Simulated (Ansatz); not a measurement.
# What SiC (model cell, started as layered BN type) distorts into

Which phase does SiC (model cell, started as layered BN type) fall into along its unstable mode, and how much energy does it gain?

Method: DFT PBEsol, scalar-relativistic, plane waves, PAW, in Ansatz 0.2.0.

This is a report of a sequence of runs, with most program output left out.

The structure was built from a prototype and need not be the compound's stable phase.

### Step 1. Set-up

It takes space group P6_3/mmc (No. 194, hexagonal). Conventional cell: a = 3.168 Å, b = 3.168 Å, c = 4.686 Å, α = 90.00°, β = 90.00°, γ = 120.00°. Nearest to Si lie 3 C at 1.83 Å. Nearest to C lie 3 Si at 1.83 Å. Farther neighbours are not listed.

Coordinates:

```cif
data_structure
_symmetry_space_group_name_H-M 'P6_3/mmc'
_symmetry_Int_Tables_number 194
_cell_length_a 3.1678
_cell_length_b 3.1678
_cell_length_c 4.6860
_cell_angle_alpha 90.000
_cell_angle_beta 90.000
_cell_angle_gamma 120.000
_cell_volume 40.72
loop_
_atom_site_label
_atom_site_type_symbol
_atom_site_symmetry_multiplicity
_atom_site_Wyckoff_symbol
_atom_site_fract_x
_atom_site_fract_y
_atom_site_fract_z
_atom_site_occupancy
Si1 Si 2 c 0.33333 0.66667 0.25000 1
C1 C 2 d 0.66667 0.33333 0.25000 1
```

### Step 2. Phonons on a q mesh

The cell comes from relaxations at this level that are not shown. Stability and thermal properties need the whole zone. Linear response on a 3×3×2 q mesh gives force constants as far as a supercell of that size would.

File input.yaml:

```yaml
crystal:
  lattice:
    - [3.1677838643, 0.0, 0.0]
    - [-1.5838919322, 2.7433813001, 0.0]
    - [0.0, 0.0, 4.6859849543]
  atoms:
    - { symbol: Si, position: [0.3333333333, 0.6666666667, 0.25] }
    - { symbol: Si, position: [0.6666666667, 0.3333333333, 0.75] }
    - { symbol: C, position: [0.6666666667, 0.3333333333, 0.25] }
    - { symbol: C, position: [0.3333333333, 0.6666666667, 0.75] }
kpoints:
  mp_grid: { grid: [15, 15, 8] }
hamiltonian:
  xc: pbesol
scf:
  occupations: { method: methfessel_paxton, width: 0.15 }
output:
  eigenvalues: true
phonons:
  method: dfpt
  qmesh: [3, 3, 2]
  temperatures: { t_max: 1000, t_step: 50 }
  qpath:
    path:
      - [[0.0, 0.0, 0.0], [0.5, 0.0, 0.0], [0.33333333, 0.33333333, 0.0], [0.0, 0.0, 0.0], [0.0, 0.0, 0.5], [0.5, 0.0, 0.5], [0.33333333, 0.33333333, 0.5], [0.0, 0.0, 0.5]]
      - [[0.5, 0.0, 0.5], [0.5, 0.0, 0.0]]
      - [[0.33333333, 0.33333333, 0.5], [0.33333333, 0.33333333, 0.0]]
    npoints: 10
```

Command:

```bash
$ ansatz run input.yaml --threads 4 --pin off --max-ram 7168MiB --backend cpu --events-out ev --progress --plain --runs-dir out
```

Elapsed: 40 s, on 4 threads of AMD EPYC 9R45 (Zen 5), shared host; peak memory 1 GiB; 2.5 min of CPU time.

This step gave:

- volume per atom: 10.18 Å³
- gap on the k-mesh: 0 eV
- sum-rule residual before enforcement: 2.51e-5 eV/Å²
- lowest frequency on the path: -592.9 cm⁻¹
- point group: 6/mmm
- highest frequency on the path or at a solved wavevector: 973 cm⁻¹
- highest optical mode at the zone centre (no LO-TO term): 925.1 cm⁻¹
- lowest optical zone-centre mode: -592.9 cm⁻¹
- lowest mode on the q mesh (acoustic modes at Γ apart): -592.9 cm⁻¹

Frequencies (cm⁻¹) solved at each irreducible wavevector; negative means imaginary. Frequencies by wavevector, by row:

| q in reciprocal lattice units | star | mode 1 | mode 2 | mode 3 | mode 4 | mode 10 | mode 11 | mode 12 |
| --- | --- | --- | --- | --- | --- | --- | --- | --- |
| 0 0 0 | 1 | -592.9 | -88 | 0 | 0 | 916 | 925.1 | 925.1 |
| 0 0 -0.5 | 1 | 148.5 | 148.5 | 177.5 | 177.5 | 920.4 | 920.4 | 920.4 |
| 0 0.3333 0 | 6 | -477.2 | -259 | 211.1 | 275.6 | 897.6 | 917.2 | 971.4 |
| 0 0.3333 -0.5 | 6 | 81.6 | 81.6 | 290.7 | 290.7 | 902.9 | 925.9 | 925.9 |
| 0.3333 0.3333 0 | 2 | -365.7 | -365.7 | 383.7 | 428.7 | 839.6 | 904.6 | 968.5 |
| 0.3333 0.3333 -0.5 | 2 | 128.8 | 128.8 | 139.3 | 139.3 | 831 | 945 | 945 |

Interpolated from a 3×3×2 q mesh. The phonon branches at the labelled points (cm⁻¹):

| point | branch 1 | branch 2 | branch 3 | branch 4 | branch 9 | branch 10 | branch 11 | branch 12 |
| --- | --- | --- | --- | --- | --- | --- | --- | --- |
| Γ | -593 | -88 | 0 | 0 | 916 | 916 | 925 | 925 |
| halfway | -520 | -211 | 178 | 208 | 898 | 909 | 921 | 969 |
| M | -421 | -316 | 233 | 349 | 863 | 897 | 914 | 937 |
| halfway | -406 | -328 | 310 | 378 | 856 | 872 | 900 | 959 |
| K | -366 | -366 | 384 | 429 | 840 | 840 | 905 | 968 |
| halfway | -500 | -234 | 233 | 240 | 900 | 904 | 913 | 971 |
| Γ | -593 | -88 | 0 | 0 | 916 | 916 | 925 | 925 |
| halfway | -318 | 98 | 105 | 105 | 917 | 917 | 924 | 924 |
| A | 148 | 148 | 178 | 178 | 920 | 920 | 920 | 920 |
| halfway | 91 | 91 | 266 | 266 | 908 | 908 | 935 | 935 |
| L | 77 | 77 | 222 | 222 | 898 | 898 | 899 | 899 |
| halfway | 87 | 87 | 196 | 196 | 856 | 856 | 932 | 932 |
| H | 129 | 129 | 139 | 139 | 831 | 831 | 945 | 945 |
| halfway | 80 | 80 | 304 | 304 | 903 | 903 | 935 | 935 |
| A | 148 | 148 | 178 | 178 | 920 | 920 | 920 | 920 |
| jump to L | 77 | 77 | 222 | 222 | 898 | 898 | 899 | 899 |
| halfway | -307 | -249 | 260 | 288 | 875 | 892 | 911 | 923 |
| M | -421 | -316 | 233 | 349 | 863 | 897 | 914 | 937 |
| jump to H | 129 | 129 | 139 | 139 | 831 | 831 | 945 | 945 |
| halfway | -282 | -282 | 345 | 345 | 836 | 836 | 918 | 964 |
| K | -366 | -366 | 384 | 429 | 840 | 840 | 905 | 968 |

Symmetry leaves 6 wavevectors to solve. The lowest mode among them, the acoustic zeros apart, lies at Γ and is imaginary, 592.9i cm⁻¹, so the energy falls along it.

### Step 3. The mode frozen in, largest atomic shift 0 Å

The mode followed lies at q = (0, 0.333, 0) with frequency 477.2i cm⁻¹, one of the unstable modes though not the softest. At small amplitude the distorted cell has space group no. 12 by a symmetry search on the positions. The undistorted cell that holds it gives the zero of energy on the same k mesh.

System of this step: SiC (model cell, started as layered BN type). It takes space group P6_3/mmc (No. 194, hexagonal). The conventional cell has a = 3.168 Å, b = 3.168 Å, c = 4.686 Å, α = 90.00°, β = 90.00°, γ = 120.00°. Si has 3 C at 1.83 Å nearest. Nearest to C lie 3 Si at 1.83 Å. Farther neighbours are not listed.

File input.yaml:

```yaml
crystal:
  lattice:
    - [-3.1677838643, 0.0, 0.0]
    - [0.0, 0.0, -4.6859849543]
    - [-1.5838919321, -8.2301439005, 0.0]
  atoms:
    - { symbol: Si, position: [0.7777777778, 0.75, 0.4444444444] }
    - { symbol: Si, position: [0.4444444444, 0.75, 0.1111111111] }
    - { symbol: Si, position: [0.1111111111, 0.75, 0.7777777778] }
    - { symbol: Si, position: [0.2222222222, 0.25, 0.5555555556] }
    - { symbol: Si, position: [0.8888888889, 0.25, 0.2222222222] }
    - { symbol: Si, position: [0.5555555556, 0.25, 0.8888888889] }
    - { symbol: C, position: [0.2222222222, 0.75, 0.5555555556] }
    - { symbol: C, position: [0.8888888889, 0.75, 0.2222222222] }
    - { symbol: C, position: [0.5555555556, 0.75, 0.8888888889] }
    - { symbol: C, position: [0.7777777778, 0.25, 0.4444444444] }
    - { symbol: C, position: [0.4444444444, 0.25, 0.1111111111] }
    - { symbol: C, position: [0.1111111111, 0.25, 0.7777777778] }
kpoints:
  mp_grid: { grid: [10, 8, 10] }
hamiltonian:
  xc: pbesol
scf:
  occupations: { method: methfessel_paxton, width: 0.15 }
output:
  forces: true
  stress: true
  eigenvalues: true
```

Elapsed: 2.8 s, on 4 threads; peak memory 0.84 GiB; 11 s of CPU time.

This step gave:

* pressure: 0.01800 GPa
* energy from the undistorted cell: 0 meV/atom

The run ends at a pressure of 0.02 GPa, with forces up to 0.0048 eV/Å.

### Step 4. The mode frozen in, largest atomic shift 0.32 Å

The atoms are moved along the unstable eigenvector, the largest shift by 0.32 Å, with the cell fixed.

File input.yaml:

```yaml
crystal:
  lattice:
    - [-3.1677838643, 0.0, 0.0]
    - [0.0, 0.0, -4.6859849543]
    - [-1.5838919321, -8.2301439005, 0.0]
  atoms:
    - { symbol: Si, position: [0.7777777778, 0.7970928954, 0.4444444444] }
    - { symbol: Si, position: [0.4444444444, 0.7366078506, 0.1111111111] }
    - { symbol: Si, position: [0.1111111111, 0.7163009624, 0.7777777778] }
    - { symbol: Si, position: [0.2222222222, 0.2837003878, 0.5555555556] }
    - { symbol: Si, position: [0.8888888889, 0.2633932768, 0.2222222222] }
    - { symbol: Si, position: [0.5555555556, 0.2029075579, 0.8888888889] }
    - { symbol: C, position: [0.2222222222, 0.7012700753, 0.5555555556] }
    - { symbol: C, position: [0.8888888889, 0.73044007, 0.2222222222] }
    - { symbol: C, position: [0.5555555556, 0.8182880871, 0.8888888889] }
    - { symbol: C, position: [0.7777777778, 0.1817112617, 0.4444444444] }
    - { symbol: C, position: [0.4444444444, 0.2695582973, 0.1111111111] }
    - { symbol: C, position: [0.1111111111, 0.2987279637, 0.7777777778] }
kpoints:
  mp_grid: { grid: [10, 8, 10] }
hamiltonian:
  xc: pbesol
scf:
  occupations: { method: methfessel_paxton, width: 0.15 }
output:
  forces: true
  stress: true
  eigenvalues: true
  write_density: true
  write_potential: true
  elf: true
  volumetric_format: npy
```

Wall time 5.5 s (4 threads); peak memory 1 GiB.

This step gave:

- pressure: 4.333 GPa
- gap on the k-mesh: 0.4840 eV
- energy from the undistorted cell: -139.1 meV/atom

The energy, extrapolated to zero smearing, is -139.14 meV/atom against the undistorted cell.

The run ends at a pressure of 4.33 GPa, with forces up to 1.7 eV/Å.

### Step 5. Energy along the mode, all amplitudes (two of the runs are shown above)

An imaginary frequency means negative curvature, so the energy should fall and then rise again as anharmonic terms take over.

Numbers from this step:

```
depth at the lowest point sampled  : 139.1 meV/atom
largest atomic shift at that point : 0.32 Å
```

Energy from the parent against largest atomic shift:

| largest atomic shift (Å) | energy from the parent (meV/atom) |
| --- | --- |
| 0.000 | 0 |
| 0.040 | -4.45 |
| 0.080 | -17.4 |
| 0.140 | -49.7 |
| 0.220 | -103 |
| 0.320 | -139 |
| 0.450 | 24.3 |

Displacement at unit largest shift by atom:

| atom | x (Å) | y (Å) | z (Å) | size |
| --- | --- | --- | --- | --- |
| Si1 | 0.00 | 0.00 | -0.69 | 0.69 |
| Si2 | 0.00 | 0.00 | 0.20 | 0.20 |
| Si3 | 0.00 | 0.00 | 0.49 | 0.49 |
| Si4 | 0.00 | 0.00 | -0.49 | 0.49 |
| Si5 | 0.00 | 0.00 | -0.20 | 0.20 |
| Si6 | 0.00 | 0.00 | 0.69 | 0.69 |
| C7 | 0.00 | 0.00 | 0.71 | 0.71 |
| C8 | 0.00 | 0.00 | 0.29 | 0.29 |
| C9 | 0.00 | 0.00 | -1.00 | 1.00 |
| C10 | 0.00 | 0.00 | 1.00 | 1.00 |
| C11 | 0.00 | 0.00 | -0.29 | 0.29 |
| C12 | 0.00 | 0.00 | -0.71 | 0.71 |

The lowest of the steps tried is at 0.32 Å, 139 meV/atom below the parent; the bottom of the well need not coincide with a step.

### Step 6. Relaxing from the distorted cell

Starting from the lowest point found, all atoms and the cell are let go, so that strain and other modes of the same symmetry can join in.

Edit input.yaml of step 4 so:

```diff
@@ -28,5 +28,6 @@
   eigenvalues: true
-  write_density: true
-  write_potential: true
-  elf: true
-  volumetric_format: npy
+relax:
+  adjacent_minimum: "off"
+  f_tol: 0.002
+  max_steps: 120
+  cell: { stress_tol: 0.03 }
```

Wall time 48 s (4 threads); peak memory 1.1 GiB; 3.1 min of CPU time.

Relaxation path:

| step | energy less that of the first step (eV) | largest force component (eV/Å) | pressure (GPa) | volume (Å³) |
| --- | --- | --- | --- | --- |
| 1 | 0.0000 | 1.6691 | 4.33 | 122.17 |
| 2 | -1.3680 | 1.2837 | 0.38 | 125.82 |
| 3 | -1.9999 | 0.7843 | -0.42 | 128.13 |
| 4 | -2.1153 | 0.2155 | 0.43 | 128.17 |
| 5 | -2.1257 | 0.0529 | -0.30 | 128.75 |
| 6 | -2.1271 | 0.0092 | 0.00 | 128.53 |
| 7 | -2.1271 | 0.0011 | 0.00 | 128.53 |
| 8* | -2.1674 | 0.0092 | 0.36 | 128.53 |
| 9 | -2.1680 | 0.0094 | 0.03 | 128.81 |
| 10 | -2.1679 | 0.0007 | 0.00 | 128.83 |
| 11* | -2.1685 | 0.0007 | 0.00 | 128.83 |

Relaxation steps marked * repeat the geometry before them on a plane-wave basis chosen anew for their cell, so energy and pressure can jump there.

Forces are held to the 4 operations that the run works with; a distortion that breaks them can't arise in this run.

| cell as run | before | after | change |
| --- | --- | --- | --- |
| a (Å) | 3.168 | 3.100 | -2.1 % |
| b (Å) | 4.686 | 5.175 | +10.4 % |
| c (Å) | 8.381 | 8.179 | -2.4 % |
| α (°) | 90.00 | 89.07 | -1.0 % |
| β (°) | 79.11 | 79.07 | -0.0 % |
| volume (Å³/atom) | 10.18 | 10.74 | +5.5 % |

The atoms that moved most (Å, as changes of fractional coordinates times the final cell):

| atom | dx | dy | dz | length |
| --- | --- | --- | --- | --- |
| Si2 | 0.000 | 0.058 | 0.306 | 0.311 |
| Si5 | 0.000 | -0.058 | -0.306 | 0.311 |
| Si3 | 0.000 | -0.034 | 0.214 | 0.217 |
| Si4 | 0.000 | 0.034 | -0.214 | 0.217 |
| Si6 | 0.000 | 0.000 | 0.158 | 0.158 |
| Si1 | 0.000 | 0.000 | -0.158 | 0.158 |
| C11 | 0.000 | 0.051 | -0.137 | 0.146 |
| C8 | 0.000 | -0.051 | 0.137 | 0.146 |

The relaxed structure:

```xyz
12
Lattice="-3.1005 0.0000 0.0000 0.0000 -0.0401 -5.1748 -1.5502 -8.0303 -0.0704" Properties=species:S:1:pos:R:3 pbc="T T T"
Si   -3.1005   -3.6014   -4.3145
Si   -1.5502   -0.8638   -3.5139
Si   -1.5502   -6.3083   -3.5474
Si   -1.5502   -4.4389   -1.7213
Si   -3.1005   -1.8531   -1.6844
Si   -3.1005   -7.1459   -0.9543
C    -1.5502   -4.4262   -3.6436
C    -3.1005   -1.8643   -3.6585
C    -3.1005   -7.1372   -4.2340
C    -3.1005   -3.6101   -1.0347
C    -1.5502   -0.8526   -1.5398
C    -1.5502   -6.3210   -1.6252
```

This step gave:

```yaml
pressure: -7.98e-4 GPa
gap_on_the_k_mesh: 2.428 eV
volume_per_atom: 10.74 Å³
```

The distorted start has space group C2/m; the relaxation ends in C2/m.

### Step 7. The phases reached

The phases reached along the modes that were followed are set side by side.

Energies are those of the first relaxation, on the mesh of the frozen mode; space group, volume and gap are those of the last relaxation. Phases, by row:

| mode frozen in | space group | energy from parent (meV/atom) | volume (Å³/atom) | gap on mesh (eV) | lowest zone-centre optical mode (cm⁻¹) | largest shift (Å) |
| --- | --- | --- | --- | --- | --- | --- |
| parent | P6_3/mmc | 0 | 10.18 | 0 | – | – |
| q = (0, 0, 0), 593i cm⁻¹ | P6_3mc | -442.2 | 10.34 | 2.124 | 253.2 | 0.313 |
| q = (0, 0.333, 0), 477i cm⁻¹ | C2/m | -319.8 | 10.74 | 2.428 | – | 0.402 |

### Step 8. What came out

```
unstable mode of the parent                                                      : q = (0, 0.333, 0), 477i cm⁻¹
depth at the lowest point sampled                                                : 139 meV/atom
largest atomic shift at that point                                               : 0.32 Å
space group reached (within 0.01 Å)                                              : C2/m
energy gained over the parent (first relaxation, on the mesh of the frozen mode) : 320 meV/atom
volume per atom, phase reached                                                   : 10.7 Å³
gap on the k-mesh, phase reached                                                 : 2.43 eV
```

In words: Along this mode the structure falls into C2/m, 320 meV/atom below the parent. At the parent's cell the well is 139.1 meV/atom deep on the steps tried, with its lowest point at a shift of 0.32 Å. Relaxing atoms and cell changes the gain by +180.71 meV/atom against the lowest step (energies at zero smearing). The modes of the phase reached were not computed on this path. Of the 2 patterns followed to their end from this parent, this one ends 122 meV/atom above the lowest, P6_3mc. Each path keeps the symmetry of its pattern, so a lower phase may lie along a pattern not tried. With no gap, or one that is small against the smearing, the frequencies hang on the k mesh and the smearing, most of all near Kohn anomalies. A phonon run warned that its eigensolver left some bands unconverged in a pass. The starting cell was built on a prototype and not taken from a measurement, so the phase need not exist.

[Logs are printed without paths, hosts, clocks, repeated set-up lines and the standing remarks that a program may print on its own settings, such as how far it seeks lower states.]

[Hosts, paths, dates, database ids (printed as entryN), source tags and the programs' standing remarks are cut or masked in the printed files.]
